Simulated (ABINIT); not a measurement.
# O (C2/m) in ABINIT: notebook

The runs below take O through single point, with LDA, PBEsol.

All numbers are computed with ABINIT 10.8.3 (patched build); they aren't measurements. Logs are shortened: lines on timing, memory, paths and dates and some standing lists are left out, and cuts for length are marked. The log counts tension as positive stress, the text compression.

## Step 1: The structure

Symmetry: C2/m, No. 12, monoclinic system. Conventional cell: a = 5.703 Å, b = 3.325 Å, c = 4.363 Å, α = 90.00°, β = 123.29°, γ = 90.00°. Around O (site symmetry m) lie 1 O at 1.22 Å.

## Step 2: Single point, LDA

run.abi reads:

```
pp_dirpath "./"
pseudos "O.upf"

acell 3*1.0 Angstrom
rprim
     2.8514028533    -1.6624159400     0.0000000000
     2.8514028533     1.6624159400     0.0000000000
    -2.3944914034     0.0000000000     3.6470501824
ntypat 1
znucl 8
natom 2
typat 1 1
xcart
     6.6814606466     0.0000000000     5.8197213730
    -0.4296526793     0.0000000000     1.0722046345
chkprim 0
chksymtnons 0
tolsym 1.0e-6

ecut 952.398519 eV

kptopt 1
ngkpt 8 8 5
nshiftk 1
shiftk 0.0 0.0 0.0

ixc 7

nband 10
occopt 3
tsmear 0.05 eV

nstep 100
tolvrs 1.0e-10

iomode 3
prtwf 0
prteig 0
prtebands 0
enunit 1
prtden 1
prtvha 1
prtvclmb 1
prtpot 1
prtelf 1
```

Potentials or basis: PseudoDojo NC SR LDA v0.4.1 standard.

Command:

```
mpirun --bind-to none -np 4 abinit run.abi > log 2>&1
```

run.abo:

```text
.Version 10.8.3 of ABINIT
 Symmetries : space group C2/m (# 12); Bravais mC (1-face-center monocl.)
================================================================================
 Values of the parameters that define the memory need of the present run
     intxc =       0    ionmov =       0      iscf =       7    lmnmax =       5
     lnmax =       5     mgfft =      45  mpssoang =       3    mqgrid =    3001
     natom =       2  nloc_mem =       1    nspden =       1   nspinor =       1
    nsppol =       1      nsym =       4    n1xccc =    2501    ntypat =       1
    occopt =       3   xclevel =       1
       mpw =        2327          nfft =       58320          nkpt =          93
================================================================================
================================================================================

--------------------------------------------------------------------------------
------------- Echo of variables that govern the present computation ------------
--------------------------------------------------------------------------------
 -outvars: echo values of preprocessed input variables --------
            acell      1.8897261259E+00  1.8897261259E+00  1.8897261259E+00 Bohr
              amu      1.59994000E+01
          chkprim           0
      chksymtnons           0
             ecut      3.50000000E+01 Hartree
           enunit           1
                       outvar_i_n : Printing only first  50 k-points.
              ixc           7
                       outvar_i_n : Printing only first  50 k-points.
         kptrlatt        8    0    0      0    8    0      0    0    5
          kptrlen      4.12230707E+01
            natom           2
            nband          10
            ngfft          36      36      45
             nkpt          93
            nstep         100
             nsym           4
           ntypat           1
                       prtocc : prtvol=0, do not print more k-points.
           occopt           3
        prtebands           0
           prteig           0
           prtelf           1
           prtpot           1
         prtvclmb           1
           prtvha           1
            prtwf           0
            rprim      2.8514028533E+00 -1.6624159400E+00  0.0000000000E+00
                       2.8514028533E+00  1.6624159400E+00  0.0000000000E+00
                      -2.3944914034E+00  0.0000000000E+00  3.6470501824E+00
          spgroup          12
           tolsym      1.00000000E-06
           tolvrs      1.00000000E-10
           tsmear      1.83746611E-03 Hartree
            typat      1  1
                       outvars : Printing only first  50 k-points.
           xangst      3.5356767073E+00 -9.9099879481E-17  3.0796639223E+00
                      -2.2736240633E-01  1.7204062047E-18  5.6738625762E-01
            xcart      6.6814606466E+00 -1.8727163133E-16  5.8197213730E+00
                      -4.2965267930E-01  3.2510965521E-18  1.0722046345E+00
             xred      9.7454616934E-01  9.7454616934E-01  8.4442597943E-01
                       2.5453829983E-02  2.5453829983E-02  1.5557401989E-01
            znucl        8.00000

================================================================================

 chkinp: Checking input parameters for consistency.

================================================================================
== DATASET  1 ==================================================================

--- !DatasetInfo
iteration_state: {dtset: 1, }
dimensions: {natom: 2, nkpt: 93, mband: 10, nsppol: 1, nspinor: 1, nspden: 1, mpw: 2327, }
cutoff_energies: {ecut:  35.0, pawecutdg:  -1.0, }
electrons: {nelect:   1.20000000E+01, charge:   0.00000000E+00, occopt:   3.00000000E+00, tsmear:   1.83746611E-03, }
meta: {optdriver: 0, ionmov: 0, optcell: 0, iscf: 7, paral_kgb: 0, }
...

 Exchange-correlation functional for the present dataset will be:
  LDA: Perdew-Wang 92 LSD fit to Ceperley-Alder data - ixc=7
  J.P.Perdew and Y.Wang, PRB 45, 13244 (1992)

 Real(R)+Recip(G) space primitive vectors, cartesian coordinates (Bohr,Bohr^-1):
 R(1)=  5.3883705 -3.1415108  0.0000000  G(1)=  0.0927924 -0.1591591  0.0609234
 R(2)=  5.3883705  3.1415108  0.0000000  G(2)=  0.0927924  0.1591591  0.0609234
 R(3)= -4.5249330  0.0000000  6.8919260  G(3)=  0.0000000  0.0000000  0.1450973
 Unit cell volume ucvol=  2.3332787E+02 bohr^3
 Angles (23,13,12)=  1.18303201E+02  1.18303201E+02  6.04858127E+01 degrees

 getcut: wavevector=  0.0000  0.0000  0.0000  ngfft=  36  36  45
         ecut(hartree)=     35.000   => boxcut(ratio)=   2.00401

--- Pseudopotential description ------------------------------------------------
- pspini: atom type   1  psp file is ./O.upf
12 -1012 2 -1 926                             pspcod,pspxc,lmax,lloc,mmax
     nproj     2     2     1

   1.50614061E+02                                ecore*ucvol(ha*bohr**3)
--------------------------------------------------------------------------------

================================================================================

--- !BeginCycle
iteration_state: {dtset: 1, }
solver: {iscf: 7, nstep: 100, nline: 4, wfoptalg: 0, }
tolerances: {tolvrs: 1.00E-10, }
...

     iter   Etot(hartree)      deltaE(h)  residm     vres2
 ETOT  1  -32.776053085941    -3.278E+01 9.612E-02 2.261E+01
 ETOT  2  -32.803044325377    -2.699E-02 2.343E-02 1.765E+00
 ETOT  3  -32.803487773013    -4.434E-04 9.402E-04 3.170E-01
 ETOT  4  -32.803506920086    -1.915E-05 1.070E-03 2.259E-01
 ETOT  5  -32.803685213416    -1.783E-04 2.092E-04 1.628E-02
 ETOT  6  -32.803688583898    -3.370E-06 2.020E-04 2.209E-04
 ETOT  7  -32.803688611896    -2.800E-08 4.115E-05 3.803E-05
 ETOT  8  -32.803688618894    -6.998E-09 4.393E-05 3.919E-07
 ETOT  9  -32.803688618908    -1.397E-11 9.195E-06 1.055E-08
 ETOT 10  -32.803688618913    -4.917E-12 9.941E-06 1.902E-10
 ETOT 11  -32.803688618913     1.776E-13 2.099E-06 1.212E-11

 At SCF step   11       vres2   =  1.21E-11 < tolvrs=  1.00E-10 =>converged.

 Compute ELF
--------------------------------------------------------------------------------

 Compute kinetic energy density

 Compute gradient of the electron density
 Electron Localization Function (ELF) [min:0;max:1]
)     Maximum=    8.9938E-01  at reduced coord.    0.0556    0.0833    0.8222
)     Minimum=    1.2164E-03  at reduced coord.    0.9722    0.9722    0.8444
   Integrated=    6.0152E+01

--------------------------------------------------------------------------------
 End of ELF section

 Cartesian components of stress tensor (hartree/bohr^3)
  sigma(1 1)=  1.63702351E-04  sigma(3 2)=  0.00000000E+00
  sigma(2 2)=  2.39813145E-04  sigma(3 1)= -1.13694072E-04
  sigma(3 3)=  4.20361954E-04  sigma(2 1)=  0.00000000E+00

--- !ResultsGS
iteration_state: {dtset: 1, }
comment   : Summary of ground state results
lattice_vectors:
- [  5.3883705,  -3.1415108,   0.0000000, ]
- [  5.3883705,   3.1415108,   0.0000000, ]
- [ -4.5249330,   0.0000000,   6.8919260, ]
lattice_lengths: [   6.23728,    6.23728,    8.24461, ]
lattice_angles: [118.303, 118.303,  60.486, ] # degrees, (23, 13, 12)
lattice_volume:   2.3332787E+02
convergence: {deltae:  1.776E-13, res2:  1.212E-11, residm:  2.099E-06, diffor: null, }
etotal    :  -3.28036886E+01
entropy   :   0.00000000E+00
fermie    :  -8.27478902E-02
cartesian_stress_tensor: # hartree/bohr^3
- [  1.63702351E-04,   0.00000000E+00,  -1.13694072E-04, ]
- [  0.00000000E+00,   2.39813145E-04,   0.00000000E+00, ]
- [ -1.13694072E-04,   0.00000000E+00,   4.20361954E-04, ]
pressure_GPa:  -8.0798E+00
xred      :
- [  9.7455E-01,   9.7455E-01,   8.4443E-01,  O]
- [  2.5454E-02,   2.5454E-02,   1.5557E-01,  O]
cartesian_forces: # hartree/bohr
- [ -1.29662950E-02,   4.81274482E-19,   2.46724110E-02, ]
- [  1.29662950E-02,  -4.81274482E-19,  -2.46724110E-02, ]
force_length_stats: {min:   2.78720769E-02, max:   2.78720769E-02, mean:   2.78720769E-02, }
...

 Integrated electronic density in atomic spheres:
 ------------------------------------------------
 Atom  Sphere_radius  Integrated_density
    1        2.00000          6.55936410
    2        2.00000          6.55936410
================================================================================

 ----iterations are completed or convergence reached----

 Mean square residual over all n,k,spin=   46.038E-10; max=  20.990E-07
 reduced coordinates (array xred) for    2 atoms
       0.974546169344      0.974546169344      0.844425979431
       0.025453829983      0.025453829983      0.155574019890
 rms dE/dt=  1.4384E-01; max dE/dt=  2.2871E-01; dE/dt below (all hartree)
    1       0.069867201227      0.069867201227     -0.228712046797
    2      -0.069867201227     -0.069867201227      0.228712046797

 cartesian coordinates (angstrom) at end:
    1      3.53567670732730    -0.00000000000000     3.07966392230744
    2     -0.22736240633473     0.00000000000000     0.56738625761706

 cartesian forces (hartree/bohr) at end:
    1     -0.01296629503296     0.00000000000000     0.02467241097627
    2      0.01296629503296    -0.00000000000000    -0.02467241097627
 frms,max,avg= 1.6091951E-02 2.4672411E-02   0.000E+00  0.000E+00  0.000E+00 h/b

 cartesian forces (eV/Angstrom) at end:
    1     -0.66675369855495     0.00000000000000     1.26870638288570
    2      0.66675369855495    -0.00000000000000    -1.26870638288570
 frms,max,avg= 8.2748140E-01 1.2687064E+00   0.000E+00  0.000E+00  0.000E+00 e/A
 length scales=  1.889726125908  1.889726125908  1.889726125908 bohr
              =  1.000000000000  1.000000000000  1.000000000000 angstroms
 Fermi (or HOMO) energy (eV) =  -2.25168   Average Vxc (eV)=  -8.13166
 Eigenvalues (   eV  ) for nkpt=  93  k points:
 kpt#   1, nband= 10, wtk=  0.00313, kpt=  0.0000  0.0000  0.0000 (reduced coord)
 -28.46833  -15.65282  -10.12411   -8.52175   -8.48355   -2.34928   -2.06008    4.12116
   8.10424   11.55276
 prteigrs : prtvol=0 or 1, do not print more k-points.

--- !EnergyTerms
iteration_state     : {dtset: 1, }
comment             : Components of total free energy in Hartree
kinetic             :  2.12792045396257E+01
hartree             :  1.24261927369106E+01
xc                  : -7.92401918544803E+00
Ewald energy        : -1.65373624187241E+01
psp_core            :  6.45503954283022E-01
local_psp           : -3.77874941899924E+01
non_local_psp       : -4.90381870484432E+00
internal            : -3.28017932681895E+01
'-kT*entropy'       : -1.89535072317033E-03
total_energy        : -3.28036886189127E+01
total_energy_eV     : -8.92633841302125E+02
band_energy         : -5.44742729796648E+00
...

 Cartesian components of stress tensor (hartree/bohr^3)
  sigma(1 1)=  1.63702351E-04  sigma(3 2)=  0.00000000E+00
  sigma(2 2)=  2.39813145E-04  sigma(3 1)= -1.13694072E-04
  sigma(3 3)=  4.20361954E-04  sigma(2 1)=  0.00000000E+00

-Cartesian components of stress tensor (GPa)         [Pressure= -8.0798E+00 GPa]
- sigma(1 1)=  4.81628943E+00  sigma(3 2)=  0.00000000E+00
- sigma(2 2)=  7.05554632E+00  sigma(3 1)= -3.34499508E+00
- sigma(3 3)=  1.23674757E+01  sigma(2 1)=  0.00000000E+00

== END DATASET(S) ==============================================================
================================================================================

 -outvars: echo values of variables after computation  --------
            acell      1.8897261259E+00  1.8897261259E+00  1.8897261259E+00 Bohr
           etotal     -3.2803688619E+01
            fcart     -1.2966295033E-02  4.8127448167E-19  2.4672410976E-02
                       1.2966295033E-02 -4.8127448167E-19 -2.4672410976E-02
            rprim      2.8514028533E+00 -1.6624159400E+00  0.0000000000E+00
                       2.8514028533E+00  1.6624159400E+00  0.0000000000E+00
                      -2.3944914034E+00  0.0000000000E+00  3.6470501824E+00
           strten      1.6370235055E-04  2.3981314504E-04  4.2036195432E-04
                       0.0000000000E+00 -1.1369407190E-04  0.0000000000E+00
           xangst      3.5356767073E+00 -9.9099879481E-17  3.0796639223E+00
                      -2.2736240633E-01  1.7204062047E-18  5.6738625762E-01
             xred      9.7454616934E-01  9.7454616934E-01  8.4442597943E-01
                       2.5453829983E-02  2.5453829983E-02  1.5557401989E-01
 Calculation completed.
```

It took 16 s on 4 MPI ranks of Arm Neoverse V2, shared host; peak memory 0.28 GiB.

Results:

```yaml
Free_energy: -892.6338 eV
Largest_force: 1.433 eV/Å
Band_gap_on_the_k_mesh: none (metal or under the smearing width)
All_electrons_inside_the_program's_atomic_spheres: O 6.56 (radii [1.0584] Å)
```

Forces on the atoms (eV/Å):
```
O   -0.667  0.000  1.269
O    0.667  0.000 -1.269
```

Caveat: the cutoff is too short for stress, so the log's stress isn't used; spin is off for a triplet molecule; forces of over 1 eV/Å show positions far from the minimum, so gaps and moduli don't describe the material at rest.

## Step 3: Single point, PBEsol

run.abi reads:

```
# Pseudopotentials
pp_dirpath "./"
pseudos "O.upf"

# Structure
acell 3.3006249392 3.3006249392 4.3628619178 Angstrom
rprim
     0.8638978696    -0.5036670239     0.0000000000
     0.8638978696     0.5036670239     0.0000000000
    -0.5488350190     0.0000000000     0.8359306921
ntypat 1
znucl 8
natom 2
typat 1 1
xred
     0.9745461700     0.9745461700     0.8444259800
     0.0254538300     0.0254538300     0.1555740200
chkprim 0
chksymtnons 0
tolsym 1.0e-6

# Plane-wave basis
ecut 42.0

# k points
kptopt 1
ngkpt 8 8 5
nshiftk 1
shiftk 0.0 0.0 0.0

# Exchange and correlation
ixc -116133

# Bands and occupations
nband 10
occopt 3
tsmear 0.00183747

# SCF cycle
nstep 100
tolvrs 1.0e-10

# Output
iomode 3
prtwf 0
prteig 0
prtebands 0
enunit 2
prtden 1
prtvha 1
prtvclmb 1
prtpot 1
prtelf 1
```

Potentials or basis: PseudoDojo NC SR PBEsol v0.4.1 standard.

Command:

```
abinit run.abi > log 2>&1
```

run.abo:

```text
.Version 10.8.3 of ABINIT
 Symmetries : space group C2/m (# 12); Bravais mC (1-face-center monocl.)
================================================================================
 Values of the parameters that define the memory need of the present run
     intxc =       0    ionmov =       0      iscf =       7    lmnmax =       5
     lnmax =       5     mgfft =      50  mpssoang =       3    mqgrid =    3001
     natom =       2  nloc_mem =       1    nspden =       1   nspinor =       1
    nsppol =       1      nsym =       4    n1xccc =    2501    ntypat =       1
    occopt =       3   xclevel =       2
       mpw =        3056          nfft =       80000          nkpt =          93
================================================================================
================================================================================

--------------------------------------------------------------------------------
------------- Echo of variables that govern the present computation ------------
--------------------------------------------------------------------------------
 -outvars: echo values of preprocessed input variables --------
            acell      6.2372771794E+00  6.2372771794E+00  8.2446141498E+00 Bohr
              amu      1.59994000E+01
          chkprim           0
      chksymtnons           0
             ecut      4.20000000E+01 Hartree
           enunit           2
                       outvar_i_n : Printing only first  50 k-points.
              ixc     -116133
                       outvar_i_n : Printing only first  50 k-points.
         kptrlatt        8    0    0      0    8    0      0    0    5
          kptrlen      4.12230708E+01
            natom           2
            nband          10
            ngfft          40      40      50
             nkpt          93
            nstep         100
             nsym           4
           ntypat           1
                       prtocc : prtvol=0, do not print more k-points.
           occopt           3
        prtebands           0
           prteig           0
           prtelf           1
           prtpot           1
         prtvclmb           1
           prtvha           1
            prtwf           0
            rprim      8.6389786960E-01 -5.0366702390E-01  0.0000000000E+00
[... 143 lines left out ...]
    2      0.00986350418364     0.00000000000000    -0.01639066428698
 frms,max,avg= 1.1044495E-02 1.6390664E-02   0.000E+00  0.000E+00  0.000E+00 h/b

 cartesian forces (eV/Angstrom) at end:
    1     -0.50720177802807    -0.00000000000000     0.84284184551852
    2      0.50720177802807     0.00000000000000    -0.84284184551852
 frms,max,avg= 5.6793075E-01 8.4284185E-01   0.000E+00  0.000E+00  0.000E+00 e/A
 length scales=  6.237277179429  6.237277179429  8.244614149795 bohr
              =  3.300624939200  3.300624939200  4.362861917800 angstroms
 Fermi (or HOMO) energy (hartree) =  -0.07046   Average Vxc (hartree)=  -0.27783
 Eigenvalues (hartree) for nkpt=  93  k points:
 kpt#   1, nband= 10, wtk=  0.00313, kpt=  0.0000  0.0000  0.0000 (reduced coord)
  -1.04121   -0.57379   -0.36031   -0.30177   -0.30042   -0.07398   -0.06366    0.17408
   0.31329    0.45039
      occupation numbers for kpt#   1
   2.00000    2.00000    2.00000    2.00000    2.00000    1.74378    0.04821    0.00000
   0.00000    0.00000
 prteigrs : prtvol=0 or 1, do not print more k-points.

 Fermi (or HOMO) energy (eV) =  -1.91734   Average Vxc (eV)=  -7.56001
 Eigenvalues (   eV  ) for nkpt=  93  k points:
 kpt#   1, nband= 10, wtk=  0.00313, kpt=  0.0000  0.0000  0.0000 (reduced coord)
 -28.33264  -15.61367   -9.80463   -8.21150   -8.17471   -2.01323   -1.73229    4.73698
   8.52499   12.25570
 prteigrs : prtvol=0 or 1, do not print more k-points.

--- !EnergyTerms
iteration_state     : {dtset: 1, }
comment             : Components of total free energy in Hartree
kinetic             :  2.12609411707435E+01
hartree             :  1.24812172936379E+01
xc                  : -7.95819115655077E+00
Ewald energy        : -1.65373624105646E+01
psp_core            :  6.40722561771495E-01
local_psp           : -3.79129659393404E+01
non_local_psp       : -4.74894591067508E+00
internal            : -3.27745843909779E+01
'-kT*entropy'       : -1.94063358701502E-03
total_energy        : -3.27765250245649E+01
total_energy_eV     : -8.91894682244498E+02
band_energy         : -5.34017698834342E+00
...

 Cartesian components of stress tensor (hartree/bohr^3)
  sigma(1 1)=  3.81725882E-05  sigma(3 2)=  0.00000000E+00
  sigma(2 2)=  1.24744502E-04  sigma(3 1)= -9.05649616E-05
  sigma(3 3)=  2.48078825E-04  sigma(2 1)=  0.00000000E+00

-Cartesian components of stress tensor (GPa)         [Pressure= -4.0306E+00 GPa]
- sigma(1 1)=  1.12307632E+00  sigma(3 2)=  0.00000000E+00
- sigma(2 2)=  3.67010997E+00  sigma(3 1)= -2.66451316E+00
- sigma(3 3)=  7.29873102E+00  sigma(2 1)=  0.00000000E+00

== END DATASET(S) ==============================================================
================================================================================

 -outvars: echo values of variables after computation  --------
            acell      6.2372771794E+00  6.2372771794E+00  8.2446141498E+00 Bohr
           etotal     -3.2776525025E+01
            fcart     -9.8635041836E-03 -5.5318580427E-19  1.6390664287E-02
                       9.8635041836E-03  5.5318580427E-19 -1.6390664287E-02
            rprim      8.6389786960E-01 -5.0366702390E-01  0.0000000000E+00
                       8.6389786960E-01  5.0366702390E-01  0.0000000000E+00
                      -5.4883501900E-01  0.0000000000E+00  8.3593069210E-01
           strten      3.8172588216E-05  1.2474450222E-04  2.4807882490E-04
                       0.0000000000E+00 -9.0564961627E-05  0.0000000000E+00
           xangst      3.5356767096E+00 -5.8602587956E-17  3.0796639245E+00
                      -2.2736240653E-01  1.3396691315E-17  5.6738625803E-01
             xred      9.7454617000E-01  9.7454617000E-01  8.4442598000E-01
                       2.5453830000E-02  2.5453830000E-02  1.5557402000E-01
 Calculation completed.
```

Run time: 1.7 min. Hardware: 1 thread of Arm Neoverse V1, shared host; peak memory 0.12 GiB.

What came out:

| Item | Value |
| --- | --- |
| Free energy | -891.8947 eV |
| Pressure | -4.0 GPa |
| Largest force | 0.984 eV/Å |
| Band gap on the k mesh | none (metal or under the smearing width) |
| All electrons inside the program's atomic spheres | O 6.59 (radii [1.0584] Å) |

Forces on the atoms (eV/Å):
```
O   -0.507  0.000  0.843
O    0.507  0.000 -0.843
```

Stress tensor (GPa, compression positive):
```
-1.12  0.00  2.66
 0.00 -3.67  0.00
 2.66  0.00 -7.30
```

Caveat: spin is off for a triplet molecule.
